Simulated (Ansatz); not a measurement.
**KBr: a trigonal deformation path**

The task here is to estimate one member of a computed series from the others.

The COD entry's cell or inner coordinates are ideal or old and differ from later refinements, so a difference from it is no clean test against experiment.

Program: Ansatz 0.2.0. Level of theory: DFT PBEsol, scalar-relativistic, plane waves, PAW. These are calculated values, not measurements.

1 further run of the same task is left out (set aside as unsound or not needed).

## Starting point

The structure is cubic, space group Fm-3m (No. 225). The conventional cell has a = 6.550 Å, b = 6.550 Å, c = 6.550 Å, α = 90.00°, β = 90.00°, γ = 90.00°. K (site symmetry m-3m) has 6 Br at 3.27 Å as nearest neighbours. Around Br (site symmetry m-3m) lie 6 K at 3.27 Å.

As a file:

```
K Br
1.0
     0.00000    3.27488    3.27488
     3.27488    0.00000    3.27488
     3.27488    3.27488    0.00000
K Br
1 1
Direct
  0.00000 0.00000 0.00000
  0.50000 0.50000 0.50000
```

This cell was relaxed beforehand with the same method: volume 35.12 Å³/atom, gap on the mesh 4.34 eV.

Set-up of the first run:

input.yaml reads:

```yaml
crystal:
  lattice:
    - [0.0, 3.2748785852, 3.2748785852]
    - [3.2748785852, 0.0, 3.2748785852]
    - [3.2748785852, 3.2748785852, 0.0]
  atoms:
    - { symbol: K, position: [0.0, 0.0, 0.0] }
    - { symbol: Br, position: [0.5, 0.5, 0.5] }
basis:
  ecutwfc: 420
kpoints:
  mp_grid: { grid: [8, 8, 8] }
hamiltonian:
  xc: pbesol
scf:
  occupations: { method: gaussian, width: 0.05 }
output:
  forces: true
  stress: true
  eigenvalues: true
```

Among the steps run: The undisturbed cell; Point ρ = 0.500; ρ = 2.000; At ρ = 0.710; Point ρ = 1.410; At ρ = 0.600; Point ρ = 0.850; ρ = 1.200; ρ = 1.700; Point ρ = 0.930; ρ = 1.080.

One of the session's tables, all rows but one given; the rest of the session is left out.

It belongs to the step «The scan collected». 

| ρ | ΔE (meV/atom) | pressure (GPa) | gap on the mesh (eV) |
| --- | --- | --- | --- |
| 0.500 | 79.5 | -1.9 | 3.55 |
| 0.600 | 73.5 | -1.4 | 3.67 |
| 0.710 | ? | ? | ? |
| 0.850 | 15.2 | -0.2 | 4.05 |
| 0.930 | 3.5 | 0.0 | 4.22 |
| 1.000 | 0.0 | 0.0 | 4.34 |
| 1.080 | 4.8 | 0.0 | 4.24 |
| 1.200 | 31.5 | -0.2 | 3.96 |
| 1.410 | 138.9 | -0.7 | 3.09 |
| 1.700 | 416.0 | -1.2 | 1.44 |
| 2.000 | 835.6 | -0.9 | 0.00 |

**Question.** Estimate the row for ρ = 0.710.

Worked estimate for «ΔE (meV/atom)». A straight line through the neighbours (0.600, 73.5) and (0.850, 15.2) gives 73.5 + (15.2 − 73.5) × (0.710 − 0.600) / (0.850 − 0.600) = 47.8; a parabola fitted to 4 rows on both sides gives 50.5.

**Answer.** ΔE (meV/atom): 49.0; pressure (GPa): -0.8; gap on the mesh (eV): 3.78. In «ΔE (meV/atom)» the line misses by -1.2 and the parabola by +1.5.

Where the gap reads zero, the mesh chosen for the insulator is on the coarse side.

To keep in mind: Spin polarisation is off in the runs that give these values; a magnetic solution could lie lower.
